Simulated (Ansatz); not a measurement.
WSi2: strain energy, fitted

WSi2, I4/mmm, a = 3.229 Å, c = 7.867 Å. Ansatz: PBE, PAW, 420 eV, Γ-centred 12×12×6 mesh on 6 atoms, Gaussian smearing 0.10 eV; no spin polarisation. Series: biaxial strain in the a-b plane, c and atoms relaxed; x is the strain in per cent. y is the free energy over the unstrained cell, V0 = 13.670 Å³/atom.

| x (%) | y (meV/atom) |
| --- | --- |
| -4.5 | ? |
| -3.0 | 41.02 |
| -1.5 | 9.88 |
| 0.0 | 0.00 |
| 1.5 | 9.29 |
| 3.0 | 35.81 |
| 4.5 | 77.67 |

Q: Fit y = c2 x² + c3 x³ to the other rows, turn c2 into a modulus, and predict the missing energy.

A: Least squares on the rows shown. y = 4.2682 x² − 0.096168 x³. In eV per unit strain² c2 is 42.68; M is the biaxial modulus (E = M V0 ε²): 42.68 × 160.2 / (13.670) = 500 GPa. At x = -4.5 the fit asked for gives 95.19 meV/atom. The run gave 95.39 meV/atom, so the fit is 0.20 meV/atom too low, 0.21 % of the span of the series, against an rms of 0.02 meV/atom on the fitted rows. The row lies outside the fitted range. With a term in x⁴ added, a fit to the same known rows predicts 95.25 meV/atom, which recovers part of the miss; the known rows don't hold the rest.

Spin–orbit coupling is left out, which can shift energies with elements as heavy as these.